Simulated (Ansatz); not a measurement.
## 73Ge NMR of the central transition in Ge₃N₄

Cell: an entry of the Crystallography Open Database (COD), its atoms then relaxed with PBE in this cell.

Space group Fd-3m:1 (No. 227); a = 8.3091 Å.

```csv
site,Wyckoff,site symmetry,x,y,z
Ge1,16d,.-3m,0.1250,0.1250,0.6250
Ge5,8a,-43m,0.5000,0.5000,0.0000
N,32e,.3m,0.8832,0.8832,0.3832
```

One atom of each set is listed; the run and its k-mesh use a cell of 14 atoms with edges of 5.88, 5.88, 5.88 Å.

Method: Kohn–Sham DFT in Ansatz, r2SCAN, plane waves and PAW (field gradients read without the response of the frozen cores, which leaves them typically 4 to 6 % off), scalar-relativistic, 500 eV cutoff, Γ-centred 6×6×6 k-points, Fermi–Dirac smearing 0.02 eV.

73Ge has I = 9/2 and Q = -196.0 mb (Pyykkö 2018); at 21.1 T its Larmor frequency is ν₀ = 31.4 MHz. Only the quadrupole interaction is simulated: positions count from each site's isotropic chemical shift, and J coupling is left out, as are shift anisotropy and dipolar coupling, which fast spinning averages.

(1) What does the 73Ge spectrum (fast magic-angle spinning) show for each site?

## Answers

(1) 

```tsv
site	first shell	C_Q (MHz)	η	P_Q (MHz)	δ_QIS (ppm)	breadth (kHz)
Ge1	6 N at 2.01 Å	3.39	0.00	3.39	-16.2	1.09
Ge5	4 N at 1.92 Å	0	–	0	0	0
```

δ_QIS = −(ν_Q²/30ν₀²)[I(I+1) − 3/4](1 + η²/3) × 10⁶ ppm with ν_Q = 3|C_Q|/[2I(2I−1)]; it falls as 1/B₀² in ppm, and the breadth as 1/B₀ in kHz.

An axis of threefold or higher order runs through Ge1, so V_zz lies along it and η is zero. Ge5 sits on a cubic site, where every gradient vanishes.

At this cell the r2SCAN pressure is -8 GPa, so with r2SCAN the cell would shrink if it were relaxed. The entry's cell may itself be off.

The run took 24 s of wall time (24 s of CPU time) and 0.92 GiB at its peak, on 1 thread of Intel Xeon Platinum 8259CL CPU @ 2.50GHz (Skylake/Cascade Lake) (x86_64; 8 cores open to the job, memory cap 3.0 GiB, no GPU), a shared host with a load of 0.2 a core.
